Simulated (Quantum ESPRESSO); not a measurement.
The system is FeSi.

```xyz
8
Lattice="4.5507 0.0000 0.0000 0.0000 4.5507 0.0000 0.0000 0.0000 4.5507" Properties=species:S:1:pos:R:3 pbc="T T T"
Fe    3.9294    2.8966    1.6541
Fe    2.8966    1.6541    3.9294
Fe    1.6541    3.9294    2.8966
Fe    0.6213    0.6213    0.6213
Si    0.7172    1.5582    2.9925
Si    1.5582    2.9925    0.7172
Si    2.9925    0.7172    1.5582
Si    3.8335    3.8335    3.8335
```

Base run:

- Program: Quantum ESPRESSO 7.5
- Functional: PBE
- Potentials or basis: SSSP 1.3 efficiency PBE
- Cutoff: 871 eV
- Density cutoff: 10640 eV
- k mesh: 6 × 6 × 6
- Occupations: fermi-dirac, width 0.05 eV
- Spin: collinear spin, ferromagnetic start
- Starting moments: [3.0, 3.0, 3.0, 3.0, 0.0, 0.0, 0.0, 0.0] μB

Its results: band gap on the k mesh none (metal or under the smearing width); pressure -11.2 GPa; net moment 3.73 μB per cell; site moments Fe +1.02; Si -0.05 μB; largest force 0.098 eV/Å.

Q: The run is repeated on the same cell with these changes: functional from PBE to PBEsol; potentials or basis from SSSP 1.3 efficiency PBE to GBRV 1.5 PBEsol; cutoff from 871 eV to 762 eV; density cutoff from 10640 eV to 6095 eV. What comes out?

A: Band gap on the k mesh none (metal or under the smearing width); pressure -16.6 GPa; net moment 3.78 μB per cell; site moments Fe +1.04; Si -0.05 μB; largest force 0.071 eV/Å.

Caveats: so large a pressure means that the cell lies far from this level's equilibrium, or that cutoff or potentials fall short (some runs).

Not every run made on this cell is shown here.
